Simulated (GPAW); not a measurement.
HfO2:

```
Hf O
1.0
     3.55802    0.00000    0.00000
     0.00000    3.55802    0.00000
     0.00000    0.00000    5.17186
Hf O
2 4
Direct
  0.00000 0.00000 0.00000
  0.50000 0.50000 0.50000
  0.00000 0.50000 0.19721
  0.50000 0.00000 0.30279
  0.50000 0.00000 0.80279
  0.00000 0.50000 0.69721
```

Measurements of this composition are mostly on another form, of space group No. 14.

Base run:

```yaml
Program: GPAW 26.7.0
Functional: PBE
Potentials_or_basis: GPAW PAW data sets (gpaw-data 1.2.1)
Cutoff: 650 eV
Basis: pw
k_mesh: 6 × 6 × 4
Occupations: fermi-dirac, width 0.05 eV
Spin: no spin polarisation
```

Its results: band gap on the k mesh 4.75 eV, indirect (least direct gap 4.83 eV); pressure 8.0 GPa; largest force 0.262 eV/Å.

Problem. The run is repeated on the same cell with these changes: cutoff from 650 eV to 600 eV. What comes out?

Solution. Band gap on the k mesh 4.74 eV, indirect (least direct gap 4.83 eV); pressure 4.9 GPa; largest force 0.267 eV/Å.

Caveats: the cutoff is short for stress and forces, so pressures can be off by a GPa or more; spin-orbit coupling is left out, which moves the levels of the heavy elements.

A k mesh can miss the band edges.
